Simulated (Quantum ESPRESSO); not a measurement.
AgCl (Chlorargyrite):

```
Ag Cl
1.0
     0.00000    2.73500    2.73500
     2.73500    0.00000    2.73500
     2.73500    2.73500    0.00000
Ag Cl
1 1
Cartesian
  0.0000 0.0000 0.0000
  2.7350 2.7350 2.7350
```

Program: Quantum ESPRESSO 7.5. Alike in all runs: task band structure; potentials or basis SG15 PBE 1.2; no spin polarisation; cell as given; cutoff (eV) 952; smearing fermi-dirac 0.05 eV.

Order these runs on this cell by their pressure, lowest first.
A. level TPSS; k mesh 6 × 6 × 6; SCF threshold 1e-08 Ry; symmetry off
B. level LDA; k mesh 8 × 8 × 8; form of the LDA correlation PZ81; SCF threshold 4e-10 Ry
C. level RPBE; k mesh 8 × 8 × 8; SCF threshold 4e-10 Ry
D. level AM05; k mesh 8 × 8 × 8; SCF threshold 4e-10 Ry
E. level TASK; k mesh 6 × 6 × 6; SCF threshold 1e-08 Ry; symmetry off

B (-3.5 GPa), D (0.7 GPa), A (3.1 GPa), C (7.5 GPa), E (11.2 GPa).

Caveats: the potentials were made for another functional, which shifts forces and pressure; this potential file gives levels or pressures that part from those of other sets.
